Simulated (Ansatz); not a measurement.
ZnSe (Stilleite):

```
CELL_PARAMETERS angstrom
0.00000 2.83380 2.83380
2.83380 0.00000 2.83380
2.83380 2.83380 0.00000
ATOMIC_POSITIONS crystal
Se 0.75000 0.75000 0.75000
Zn 0.00000 0.00000 0.00000
```

Below is the output of Ansatz 0.2.0 for this cell. Logs are shortened: lines on timing, memory, paths and dates and some standing lists are left out, and cuts for length are marked.

```text
Warning: output.stress: scf.convergence.dr2_threshold = 1e-7 eV (the SCF's general default) is looser than the 2e-10 eV advised for a printed stress (1e-10 eV for each atom of the cell: 2). What an SCF threshold leaves in a stress goes as its square root, and in the free energy as the threshold itself, and one threshold admits the most on a small cell: of the crystals measured, under no hybrid functional and no lock of the moments, on runs that ended without the residual-converged pass, on stresses that held no estimate of that error, the worst erred by over 100 MPa in a component at 1e-7 eV an atom and by under 5 at 1e-10. Set scf.convergence.dr2_threshold to 2e-10 eV or tighter. The threshold is an SCF's pass mark: one that does not reach it within its budget of iterations ends unconverged, or closes short of it on a stop that the run arms, and scf.convergence.dr2_threshold's page says what that costs each kind of run
Warning: output.stress: scf.exx.energy_threshold = 1e-6 eV is looser than the 2e-8 eV advised for a stress under a hybrid functional (1e-8 eV for each atom of the cell: 2). Every SCF of the exchange loop can meet its threshold on dr2 while the loop round them stops early: no threshold on dr2 bounds what that leaves in the stress. Set scf.exx.energy_threshold to 2e-8 eV or tighter. The threshold is the loop's pass mark: a loop that does not reach it within its budget of cycles ends unconverged, and scf.exx.energy_threshold's page has the law
Warning: RAYON_NUM_THREADS=2 ignored (pool sized by the plan → 2); use --threads N
scf.n_extra_bands = 6 over 14 filled bands (N_el = 28.0): the run solves 20 bands
Engine: ansatz 0.2.0, aarch64-unknown-linux-gnu
Pseudopotentials: kind: paw
Pseudopotential: Se, paw, valence charge 16, recommended cutoff 500 eV (meta_gga), Se.paw.azcp
Pseudopotential: Zn, paw, valence charge 12, recommended cutoff 500 eV (meta_gga), Zn.paw.azcp
Functional definition: r2SCANh
  parameter a = 0.1
  parameter k0 = 0.174
  parameter k1 = 0.065
  parameter a1 = 4.9479
  exchange = (1 - a)*r2scan_x(k0 = k0, k1 = k1, a1 = a1) + a*exact_x
  correlation = r2scan_c
Crystal: 2 atoms, lattice volume = 45.513 Å³
Basis set: ecut = 500 eV, 1139 PW (Γ), exchange–correlation on 120×120×120 points (64 copies of the dense FFT grid, shifted against one another)
Bands: 20, of which v1, the nominal top of the filled ones, is band 14 counted from 1 (13 counted from 0)
Symmetry: 24 space group operations
Space group: F-43m (ITA 216), of the structure as read, at distance tolerance 3.6e-5 Å
k-points: 10 of 125 (time reversal used)
Non-local potential: Se, projectors of the file, l = 0: 2, l = 1: 2, l = 2: 3, l = 3: 1
Non-local potential: Zn, projectors of the file, l = 0: 2, l = 1: 2, l = 2: 3, l = 3: 1
[... 36 lines left out ...]
NSCF: frozen V_eff on 42 k-points
hybrid SCF converged: 2 outer / 7 inner (+4 warm-up), last move |dexx| = 1.73e-8 eV, tail = 2.27e-8 eV
Stability not checked: this state was not tested for a lower state beside it, because the functional holds exact exchange (a hybrid, or Hartree-Fock), whose exchange loop this test does not read (fock_operator; see scf.lower_state_search)
Free energy (F): -8804.663640 eV
Frozen-core exchange: fock
Harris-Foulkes:  -8804.663640 eV  (|F-HF|=2.49e-9)
Internal energy: -8804.663640 eV  (E = F + TS)
E sigma→0 (E₀):  -8804.663640 eV
Fermi energy:    7.384788 eV
--- Per-component energies (eV) ---
  E_band       = -431.364578
  E_kinetic    = 249.283938
  E_local      = -4401.574825  (includes V_loc(G=0)·N_el)
  E_nonlocal   = 24.279554
  E_hartree    = 2043.921143
  E_xc         = -201.940577
  E_vxc        = -143.850613  (∫ρ·V_xc dr)
  E_exx        = -48.704946  (= α·E_x^exact, valence–valence)
  E_paw        = -3747.101379  (= ΣΔE_a)
  E_vpaw       = -156.788500  (= ΣTr[D̂ρ^β])
  E_aug_tail   = -0.000232  (compensation charges beyond the density's cutoff)
  E_vtau       = 6.850936  (kinetic-family band-sum trace: ∫τ·v_τ [+ j·A + Jᵃ·Aᵃ] dr)
  E_ewald      = -2720.942845
  E_core_change = -1.883471  (= ΣΔE_core)
  E_smearing   = -0.000000  (= −TS)
  E_closure    = 0.000001  (closes the sum)
  Σ components = -8804.663640   (vs F -8804.663640, Δ=-1.82e-12)
--- Forces (eV/Å), atoms counted from 1 ---
  atom   1  Se     0.00000000    -0.00000000     0.00000000
  atom   2  Zn    -0.00000000     0.00000000    -0.00000000
  max |Σ_I F_I| component: 2.04e-16 eV/Å
--- Stress (GPa, compression-positive) ---
       -0.057248       0.000000      -0.000000
       -0.000000      -0.057248       0.000000
       -0.000000       0.000000      -0.057248
  P = ⅓ Tr σ = -0.0572 GPa (-0.572 kbar)
--- Band table (eV; the first three rows and the last of 10) ---
  k-point 0: bands = ["-42.8109", "-42.8109", "-42.8109", "-42.8049", "-42.8049", "-7.9964", "-1.2761", "-1.2761", "-1.2761", "-0.9047", "-0.9047", "6.1189", "6.1189", "6.1189", "8.5955", "13.1088", "13.1088", "13.1088", "17.4231", "18.8898"]
  k-point 1: bands = ["-42.8109", "-42.8109", "-42.8109", "-42.8049", "-42.8049", "-7.7344", "-1.2400", "-1.2400", "-1.2253", "-0.9061", "-0.9061", "3.7132", "5.7662", "5.7662", "9.9608", "13.3746", "13.6444", "13.6444", "17.7382", "17.7382"]
  k-point 2: bands = ["-42.8108", "-42.8108", "-42.8108", "-42.8049", "-42.8049", "-7.2458", "-1.1930", "-1.1930", "-0.9050", "-0.8933", "-0.8933", "1.1703", "5.2873", "5.2873", "9.8666", "13.7090", "13.7090", "15.5562", "17.9844", "19.4133"]
  k-point 9: bands = ["-42.8109", "-42.8107", "-42.8106", "-42.8049", "-42.8048", "-6.9411", "-1.1448", "-1.1026", "-0.9702", "-0.8959", "-0.6809", "1.3883", "3.1666", "3.9926", "12.2294", "12.5119", "13.8864", "16.8487", "17.9624", "20.1534"]
```

Q: What input gives this log?

A: Band structure with r2SCANh, no spin polarisation. The files as run (others can give the same):

input.yaml
```yaml
crystal:
  lattice:
    - [0.0, 2.8338, 2.8338]
    - [2.8338, 0.0, 2.8338]
    - [2.8338, 2.8338, 0.0]
  atoms:
    - { symbol: Se, position: [0.75, 0.75, 0.75] }
    - { symbol: Zn, position: [0.0, 0.0, 0.0] }
hamiltonian:
  xc: r2scanh
  pseudopotentials: { kind: paw }
kpoints:
  mp_grid: { grid: [5, 5, 5] }
  band_path:
    path:
      - [[0.0, 0.0, 0.0], [0.5, 0.0, 0.5], [0.5, 0.25, 0.75], [0.375, 0.375, 0.75], [0.0, 0.0, 0.0], [0.5, 0.5, 0.5], [0.625, 0.25, 0.625], [0.5, 0.25, 0.75], [0.5, 0.5, 0.5], [0.375, 0.375, 0.75]]
      - [[0.625, 0.25, 0.625], [0.5, 0.0, 0.5]]
    npoints: 4
scf:
  occupations: { method: fermi_dirac, width: 0.05 }
  n_extra_bands: 6
output:
  forces: true
  stress: true
  eigenvalues: true
  fatbands: false
```

Potentials or basis: Ansatz PAW.
Launch:
```sh
$ ansatz run input.yaml --threads 2 --pin off --max-ram 5632MiB --backend cpu --events-out ev --progress --plain --runs-dir out
```

Caveat: the PAW data sets come from PBE, with cores solved anew for the run's functional, which leaves a small shift of forces and pressure; the thresholds are loose for stress.
